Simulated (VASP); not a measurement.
# Li2 in VASP: reference runs

Aim: a first look at Li2 with PBE, on the cell as given.

Program: VASP 6.6.1. These are calculated values, not measurements. Logs are shortened: lines on timing, memory, paths and dates and some standing lists are left out, and cuts for length are marked.

### Step 1. The molecule as given

The cell holds a molecule in a box, 2 atoms: a = 9.000 Å, b = 9.000 Å, c = 12.000 Å, α = 90.00°, β = 90.00°, γ = 90.00°.

### Step 2. Single point, PBE

INCAR

```
SYSTEM = Li
PREC = Accurate ; ENCUT = 520
EDIFF = 1E-7 ; ISMEAR = 0
SIGMA = 0.01 ; LREAL = .False.
LASPH = .True. ; NELM = 80
ALGO = Normal ; ISIF = 2
LWAVE = .False. ; LCHARG = .False.
GGA = PE ; NBANDS = 10
```

KPOINTS

```
Automatic mesh
0
Gamma
  1 1 1
  0 0 0
```

POSCAR

```
Li
1.0
    9.0000000000      0.0000000000      0.0000000000
    0.0000000000      9.0000000000      0.0000000000
    0.0000000000      0.0000000000     12.0000000000
Li
2
Direct
    0.5014444400      0.5023333300      0.3914625000
    0.5014444400      0.5023333300      0.6142041700
```

Potentials or basis: VASP PAW PBE potentials, release 64 (Li_sv).

Command:

```
> cat potpaw_PBE.64/Li_sv/POTCAR > POTCAR
> mpirun -np 1 vasp_gam > vasp.out
```

OUTCAR:

```text
SYSTEM = Li
   PREC = Accurate
   ENCUT = 520
   EDIFF = 1E-7
   ISMEAR = 0
   LREAL = .False.
   LASPH = .True.
   NELM = 80
   ISIF = 2
   GGA = PE

 ion  position               nearest neighbor table
   1  0.501  0.502  0.391-
   2  0.501  0.502  0.614-

  LATTYP: Found a simple tetragonal cell.
 ALAT       =     9.0000000000
 C/A-ratio  =     1.3333333333

  Lattice vectors:

 A1 = (   9.0000000000,   0.0000000000,   0.0000000000)
 A2 = (   0.0000000000,   9.0000000000,   0.0000000000)
 A3 = (   0.0000000000,   0.0000000000,  12.0000000000)

Analysis of symmetry for initial positions (statically):
=====================================================================
 Subroutine PRICEL returns:
 Original cell was already a primitive cell.

 Routine SETGRP: Setting up the symmetry group for a
 simple tetragonal supercell.

 Subroutine GETGRP returns: Found 16 space group operations
 (whereof  1 operations were pure point group operations)
 out of a pool of 16 trial point group operations.

The static configuration has the point symmetry C_1 .
 The point group associated with its full space group is D_4h.

Analysis of symmetry for dynamics (positions and initial velocities):
=====================================================================
 Subroutine PRICEL returns:
 Original cell was already a primitive cell.

 Routine SETGRP: Setting up the symmetry group for a
 simple tetragonal supercell.

 Subroutine GETGRP returns: Found 16 space group operations
 (whereof  1 operations were pure point group operations)
 out of a pool of 16 trial point group operations.

The dynamic configuration has the point symmetry C_1 .
 The point group associated with its full space group is D_4h.

 Subroutine INISYM returns: Found 16 space group operations
 (whereof  1 operations are pure point group operations),
 and found     1 'primitive' translations

----------------------------------------------------------------------------------------

                                     Primitive cell

  volume of cell :     972.0000

  direct lattice vectors                    reciprocal lattice vectors
     9.000000000  0.000000000  0.000000000     0.111111111  0.000000000  0.000000000
     0.000000000  9.000000000  0.000000000     0.000000000  0.111111111  0.000000000
     0.000000000  0.000000000 12.000000000     0.000000000  0.000000000  0.083333333

  length of vectors
     9.000000000  9.000000000 12.000000000     0.111111111  0.111111111  0.083333333

  position of ions in fractional coordinates (direct lattice)
     0.501444440  0.502333330  0.391462500
     0.501444440  0.502333330  0.614204170

  ion indices of the primitive-cell ions
   primitive index   ion index
                 1           1
                 2           2

----------------------------------------------------------------------------------------

 KPOINTS: Automatic mesh

Automatic generation of k-mesh.
 Grid dimensions read from file:
 generate k-points for:    1    1    1

 Generating k-lattice:

  Cartesian coordinates                     Fractional coordinates (reciprocal lattice)
     0.111111111  0.000000000  0.000000000     1.000000000  0.000000000  0.000000000
     0.000000000  0.111111111  0.000000000     0.000000000  1.000000000  0.000000000
     0.000000000  0.000000000  0.083333333     0.000000000  0.000000000  1.000000000

  Length of vectors
     0.111111111  0.111111111  0.083333333

  Shift w.r.t. Gamma in fractional coordinates (k-lattice)
     0.000000000  0.000000000  0.000000000

 Subroutine IBZKPT returns following result:
 ===========================================

 Found      1 irreducible k-points:

 Following reciprocal coordinates:
            Coordinates               Weight
  0.000000  0.000000  0.000000      1.000000
   k-points           NKPTS =      1   k-points in BZ     NKDIM =      1   number of bands    NBANDS=     10
   number of dos      NEDOS =    301   number of ions     NIONS =      2
   total plane-waves  NPLWV = 441000
   dimension x,y,z NGX =    70 NGY =   70 NGZ =   90
   dimension x,y,z NGXF=   140 NGYF=  140 NGZF=  180
   ions per type =               2
   NGX,Y,Z   is equivalent  to a cutoff of  12.93, 12.93, 12.47 a.u.
   NGXF,Y,Z  is equivalent  to a cutoff of  25.86, 25.86, 24.94 a.u.
 SYSTEM =  Li
   PREC   = accura    normal or accurate (medium, high low for compatibility)
   ISTART =      0    job   : 0-new  1-cont  2-samecut
   ICHARG =      2    charge: 1-file 2-atom 10-const
   ISPIN  =      1    spin polarized calculation?
   LNONCOLLINEAR =      F non collinear calculations
   LSORBIT =      F    spin-orbit coupling
   LASPH  =      T    aspherical Exc in radial PAW
   ENCUT  =  520.0 eV  38.22 Ry    6.18 a.u.  16.73 16.73 22.31*2*pi/ulx,y,z
   NELM   =     80;   NELMIN=  2; NELMDL= -5     # of ELM steps
   EDIFF  = 0.1E-06   stopping-criterion for ELM
   LREAL  =      F    real-space projection
   EDIFFG = 0.1E-05   stopping-criterion for IOM
   NSW    =      0    number of steps for IOM
   IBRION =     -1    ionic relax: 0-MD 1-quasi-New 2-CG
   NFREE  =      0    steps in history (QN), initial steepest desc. (CG)
   ISIF   =      2    stress and relaxation
   ISYM   =      2    0-nonsym 1-usesym 2-fastsym
   POTIM  = 0.5000    time-step for ionic-motion
   TEBEG  =    0.0;   TEEND  =   0.0 temperature during run
   PSTRESS=    0.0 pullay stress
   NELECT =       6.0000    total number of electrons
   NUPDOWN=      -1.0000    fix difference up-down
   EMIN   =  10.00;   EMAX   =-10.00  energy-range for DOS
   EFERMI =   0.00;   METHOD = LEGACY
   ISMEAR =     0;   SIGMA  =   0.01  broadening in eV -4-tet -1-fermi 0-gaus
   EFERMI_NEDOS =   21; number of points for ismear=-14 and -15
   IALGO  =     38    algorithm
   IMIX   =      4    mixing-type and parameters
     AMIX     =   0.40;   BMIX     =  1.00
     AMIX_MAG =   1.60;   BMIX_MAG =  1.00
  volume/ion in A,a.u.               =     486.00      3279.69
  Fermi-wavevector in a.u.,A,eV,Ry     =   0.300310  0.567504  1.227057  0.090186
  Thomas-Fermi vector in A             =   1.168527
   LORBIT       =      0    0 simple, 1 ext, 2 COOP (PROOUT), +10 PAW based schemes
   GGA     = PE    functional components
   LHFCALC =     F    Hartree Fock is set to
   AEXX    =    0.0000 exact exchange contribution
   IVDW    =     0    specifies the selected vdW correction
   LEPSILON=     F    determine dielectric tensor
   LRPA    =     F    only Hartree local field effects (RPA)
 non-spin polarized calculation
 Gauss-broadening in eV      SIGMA  =   0.01
  energy-cutoff  :      520.00
  volume of cell :      972.00
 maximum number of plane-waves:     13093
 NGX is ok and might be reduce to    70
   NGX = 33   NGY = 33   NGZ = 45

 number of electron       6.0000008 magnetization

 Free energy of the ion-electron system (eV)
  ---------------------------------------------------
  ext. energy  EPLUGINS =         0.00000000
  ---------------------------------------------------
  free energy    TOTEN  =        -1.51846345 eV

  energy without entropy =       -1.51846345  energy(sigma->0) =       -1.51846345

 E-fermi :  -2.9932     XC(G=0):  -1.5017

 val. band max:       -3.0794129027   @ k =   0.0000   0.0000   0.0000
 cond. band min:      -1.6022432035   @ k =   0.0000   0.0000   0.0000
 fundamental gap:      1.4771696992
 Fermi energy:        -2.9932053049

 k-point     1 :       0.0000    0.0000    0.0000
  band No.  band energies     occupation
      1     -50.8210      2.00000
      2     -50.8094      2.00000
      3      -3.0794      2.00000
      4      -1.6022      0.00000
      5      -0.9760      0.00000
      6      -0.9760      0.00000
      7      -0.9652      0.00000
      8       0.1966      0.00000
      9       0.5607      0.00000
     10       0.5607      0.00000

------------------------ aborting loop because EDIFF is reached ----------------------------------------

  FORCE on cell =-STRESS in cart. coord.  units (eV):
  Direction    XX          YY          ZZ          XY          YZ          ZX
  --------------------------------------------------------------------------------------
  -------------------------------------------------------------------------------------
  Total       -0.2832911     -0.2832911      0.1814539      0.0000000      0.0000000      0.0000000
  in kB       -0.4669575     -0.4669575      0.2990960      0.0000000      0.0000000      0.0000000
  external PRESSURE =      -0.2116063 kB  Pullay stress =       0.0000000 kB

 VOLUME and BASIS-vectors are now :
 -----------------------------------------------------------------------------
  energy-cutoff  :      520.00
  volume of cell :      972.00
      direct lattice vectors                 reciprocal lattice vectors
     9.000000000  0.000000000  0.000000000     0.111111111  0.000000000  0.000000000
     0.000000000  9.000000000  0.000000000     0.000000000  0.111111111  0.000000000
     0.000000000  0.000000000 12.000000000     0.000000000  0.000000000  0.083333333

 POSITION                                       TOTAL-FORCE (eV/Angst)
 -----------------------------------------------------------------------------------
      4.51300      4.52100      4.69755         0.000000      0.000000     -0.108187
      4.51300      4.52100      7.37045         0.000000      0.000000      0.108187
 -----------------------------------------------------------------------------------
    total drift:                               -0.000070     -0.000061     -0.000007

  FREE ENERGIE OF THE ION-ELECTRON SYSTEM (eV)
  ---------------------------------------------------
  free  energy   TOTEN  =        -1.5184634526 eV

  energy  without entropy=       -1.5184634526  energy(sigma->0) =       -1.51846345
```

It took 70 s on 1 thread of Intel Xeon Platinum 8375C at 2.90GHz (Ice Lake), shared host; peak memory 0.76 GiB.

What came out:

```yaml
Free_energy: -1.5185 eV
Largest_force: 0.108 eV/Å
Gap_between_the_frontier_levels: 1.48 eV
```

Forces on the atoms (eV/Å):
```
Li   0.000  0.000 -0.108
Li   0.000  0.000  0.108
```

Levels at points of the mesh, in eV from the valence-band top:
| k point | band 1 | band 2 | band 3 | band 4 | band 5 | band 6 |
| --- | --- | --- | --- | --- | --- | --- |
| (0.00, 0.00, 0.00) | -47.74 | -47.73 | 0.00 | 1.48 | 2.10 | 2.10 |

Caveat: the cutoff is under 1.25 times the usual one of these potentials, so pressure, stress and relaxed cells hold a basis-set (Pulay) error.
